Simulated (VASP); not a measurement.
# VASP inputs for KBr (measured structure)

INCAR

```
IBRION = -1
GGA = PE
ENCUT = 520
LWAVE = .FALSE.
ISIF = 2
NBANDS = 15
PREC = Accurate
LCHARG = .FALSE.
LREAL = .FALSE.
NSW = 0
ISMEAR = -1
EDIFF = 1E-7
NELM = 120
LASPH = .TRUE.
SIGMA = 0.02
```

KPOINTS

```
KPOINTS created by Atomic Simulation Environment
0
Gamma
6 6 6
0 0 0
```

KPOINTS_OPT

```
special points
6
Reciprocal
0.0000000000 0.0000000000 0.0000000000 1
0.5000000000 0.0000000000 0.5000000000 1
0.6250000000 0.2500000000 0.6250000000 1
0.3750000000 0.3750000000 0.7500000000 1
0.5000000000 0.5000000000 0.5000000000 1
0.5000000000 0.2500000000 0.7500000000 1
```

POSCAR

```
K  Br
 1.0000000000000000
     0.0000000000000000    3.3024387009828682    3.3024387009828682
     3.3024387009828682    0.0000000000000000    3.3024387009828682
     3.3024387009828682    3.3024387009828682   -0.0000000000000000
 K   Br
   1   1
Cartesian
 -0.0000000000000000  0.0000000000000000 -0.0000000000000000
  3.3024387009828682  3.3024387009828682  3.3024387009828682
```

VASP ran with the recommended PBE PAW datasets (16 valence electrons in the cell).

Q: Estimate the main results of this run.

A: gap between bands v and c 4.43 eV; least direct gap 4.43 eV; pressure 0.7 GPa.

Band v is the last that the valence electrons fill when counted band by band, and c is the next. Levels in eV from the top of v:

```csv
point,v−1,v,c,c+1
Γ,0.00,0.00,4.43,7.60
X,-0.28,-0.28,5.87,7.19
K,-0.64,-0.33,6.59,8.15
L,-0.33,-0.33,6.59,8.23
W,-0.59,-0.53,7.38,7.38
```
